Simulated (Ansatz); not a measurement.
**ZnS: moving S off its site**

ZnS, F-43m, a = 5.409 Å (as given, not relaxed at this level: -0.9 GPa). The compound has several low-lying forms, and this is one of them. Ansatz: r2SCAN, PAW, 500 eV, Γ-centred 4×4×4 mesh on 8 atoms, Gaussian smearing 0.05 eV; no spin polarisation.

```
Zn S
1.0
     5.40930    0.00000    0.00000
     0.00000   -5.40930    0.00000
     0.00000    0.00000   -5.40930
Zn S
4 4
Direct
  0.00000 0.50000 0.50000
  0.50000 0.00000 0.50000
  0.50000 0.50000 0.00000
  0.00000 0.00000 0.00000
  0.75000 0.75000 0.75000
  0.25000 0.25000 0.75000
  0.25000 0.75000 0.25000
  0.75000 0.25000 0.25000
```

Atom 5 (S) moves by x along the unit vector (0.000, 1.000, 0.000), with its periodic images; all else is held. y is the free energy of the cell over the start, F the force along the path summed over the moved atoms. Symmetry makes y even in x.

```tsv
x (Å)	y (meV)	F (eV/Å)
-0.2000	?	?
-0.0667	20.3	0.61
0.0000	0.0	0.00
0.0333	5.1	-0.30
0.1000	45.7	-0.91
0.1333	81.1	-1.21
0.1667	126.6	-1.51
```

Task: Fit y = c2 x² + c4 x⁴ to the energies of the other rows, give the force constant, and predict energy and force of the missing row.

Result: Least squares on the rows shown. y = 4576.5 x² − 739.27 x⁴. The force constant is 2 c2 = 9.15 eV/Å² (for all images moving together, not for a lone atom). The force −dy/dx at the missing row is 1.81 eV/Å (computed 1.81). At x = -0.2000 the fit asked for gives 181.9 meV. The run gave 181.9 meV, the same to the digits shown.